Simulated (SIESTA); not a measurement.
Runs of SIESTA 5.4.2 on Nd. The structure is cubic, space group Im-3m (No. 229). Conventional cell: a = 4.151 Å, b = 4.151 Å, c = 4.151 Å, α = 90.00°, β = 90.00°, γ = 90.00°. Around Nd (site symmetry m-3m) lie 8 Nd at 3.59 Å. This isn't the form of Nd at room conditions, which is double hcp.

```csv
task,level,potentials or basis,spin,fixed moment (μB),cell,hubbard projector method,U from the first cycle,broadening (eV),window from (eV),window to (eV),energy shift,gap on the mesh (eV),pressure (GPa),moment (μB)
single point,vdW-DF-cx,"PseudoDojo 3+ lanthanides (4f in the core) (PBE files), SZP (energy shift 0.002 Ry; radii capped at 9.5 bohr)","collinear, ferromagnetic start",0.0,as given,1,yes,-,-,-,0.002 Ry,-,(b),0.00
band structure,LDA,"PseudoDojo 3+ lanthanides (4f in the core) (PBE files), DZP (energy shift 0.002 Ry; radii capped at 9.5 bohr)","collinear, ferromagnetic start",-,as given,1,-,-,-,-,0.002 Ry,none,(a),0.02
electrostatic potential,PBEsol,"PseudoDojo 3+ lanthanides (4f in the core) (PBE files), DZP (energy shift 0.002 Ry; radii capped at 9.5 bohr)","collinear, ferromagnetic start",2.0,as given,1,yes,-,-,-,0.002 Ry,-,1.9,2.00
density of states,RGE2,"PseudoDojo 3+ lanthanides (4f in the core) (PBE files), TZP (energy shift 0.02 Ry)","collinear, ferromagnetic start",-,as given,2,yes,0.05 eV,-15 eV,15 eV,0.02 Ry,none,-2.8,0.30
density of states,vdW-DF-C09,"PseudoDojo 3+ lanthanides (4f in the core) (PBE files), DZDP (energy shift 0.01 Ry)","collinear, ferromagnetic start",-,as given,2,yes,0.05 eV,-10 eV,15 eV,0.01 Ry,none,-3.6,0.23
```

Alike in all rows: k mesh 9 × 9 × 9; smearing fermi-dirac 0.05 eV; grid cutoff 800 Ry.

Question: Fill in the values left out.

Answer: (a) -3.8; (b) -2.0.

Caveats: the magnetic or orbital state may not be the lowest; the potentials were made for another functional, which shifts forces and pressure; spin-orbit coupling is left out, which moves the levels of the heavy elements; the 4f electrons are frozen in the core as for a trivalent ion, so they carry no moment and show no levels; the basis of atomic orbitals isn't converged, which shifts pressures, moduli and gaps; semicore shells carry a single zeta, which can move pressures by several GPa and volumes by a few percent (some runs); the total moment is fixed, so each spin has its own Fermi level (some runs).

A k mesh can miss the band edges, and the runs leave out spin-orbit coupling on Nd.

A gap of «none» marks a metal or a gap under the smearing width.
